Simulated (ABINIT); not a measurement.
Crystal: In.

```
CELL_PARAMETERS angstrom
-1.88253 1.88253 1.88253
1.88253 -1.88253 1.88253
1.88253 1.88253 -1.88253
ATOMIC_POSITIONS crystal
In 0.00000 0.00000 0.00000
```

This isn't the form of In at room conditions, which is tetragonal.

Base run:

```yaml
Program: ABINIT 10.8.3 (patched build)
Functional: BLYP
Potentials_or_basis: JTH PAW PBE v2.0
Cutoff: 707 eV
k_mesh: 10 × 10 × 10
Occupations: fermi-dirac, width 0.05 eV
Spin: no spin polarisation
```

Its results: band gap on the k mesh none (metal or under the smearing width); pressure 5.0 GPa.

Question: After a change of settings the same cell gave: band gap on the k mesh none (metal or under the smearing width); pressure -0.5 GPa. Which change was it?
A. functional from BLYP to r2SCAN
B. functional from BLYP to WC
C. functional from BLYP to AM05
D. functional from BLYP to RPBE

Answer: A.

Caveats: the PAW data sets were made with another functional, which shifts forces and pressure a little.

Runs at the PBE level aren't shown here.
